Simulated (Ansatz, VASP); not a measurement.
# HfB2 in VASP and in Ansatz

The input INCAR:

```
PREC     = Accurate       # precision mode
ENCUT    = 520            # plane-wave cutoff, eV
EDIFF    = 1E-7           # SCF threshold, eV
ISMEAR   = 0              # smearing method
SIGMA    = 0.1            # smearing width, eV
LREAL    = False          # projectors in reciprocal space
LASPH    = True           # aspherical terms in the spheres
NELM     = 100            # most SCF steps
ALGO     = Fast           # electronic algorithm
ISIF     = 2              # what is computed and relaxed
LWAVE    = False          # write WAVECAR
LCHARG   = True           # write CHGCAR
GGA      = PS             # functional
LELF     = True           # ELF
LVHAR    = True         
NBANDS   = 15             # bands
```

File KPOINTS:

```
Automatic mesh
0
Gamma
  24 24 18
```

POSCAR

```
HfB2
1.0
    3.1272675614      0.0000000000      0.0000000000
   -1.5636337807      2.7082931526      0.0000000000
    0.0000000000      0.0000000000      3.4469749437
Hf B
1 2
Direct
    0.0000000000      0.0000000000      0.0000000000
    0.3333333333      0.6666666667      0.5000000000
    0.6666666667      0.3333333333      0.5000000000
```

Input for Ansatz:

```yaml
crystal:
  lattice:
    - [3.1272675614, 0.0, 0.0]
    - [-1.5636337807, 2.7082931526, 0.0]
    - [0.0, 0.0, 3.4469749437]
  atoms:
    - { symbol: Hf, position: [0.0, 0.0, 0.0] }
    - { symbol: B, position: [0.3333333333, 0.6666666667, 0.5] }
    - { symbol: B, position: [0.6666666667, 0.3333333333, 0.5] }
basis:
  ecutwfc: 420
kpoints:
  mp_grid: { grid: [24, 24, 18] }
hamiltonian:
  xc: pbesol
scf:
  occupations: { method: gaussian, width: 0.1 }
output:
  forces: true
  stress: true
  eigenvalues: true
```

Alike in both runs: task single point; functional PBEsol; k mesh 24 × 24 × 18; occupations gaussian, width 0.1 eV; no spin polarisation.

|  | VASP | Ansatz |
| --- | --- | --- |
| version | VASP 6.6.1 | Ansatz 0.2.0 |
| potentials or method | VASP PAW PBE potentials, release 64 (Hf_pv, B) | scalar-relativistic, plane waves, PAW |
| plane-wave cutoff (eV) | 520 | 420 |
| valence electrons in the cell | 16 | 32 |

Ansatz gave:

* gap on the k mesh at the Fermi level (eV): none
* pressure (GPa): 0.0
* largest component of the traceless stress (GPa): 0.12

Q: Which values does VASP return?

A: gap on the k mesh at the Fermi level (eV): none; pressure (GPa): 0.0; largest component of the traceless stress (GPa): 0.11.

A gap of «none» marks a metal or a gap that the smearing closes. With one functional, cell and mesh, what is left measures potentials, basis and numerics. The two sets of potentials don't hold the same shells in valence.

Caveats: the PAW data sets were made with another functional, which shifts forces and pressure a little (VASP). Spin-orbit coupling is left out, which matters for the levels of Hf.
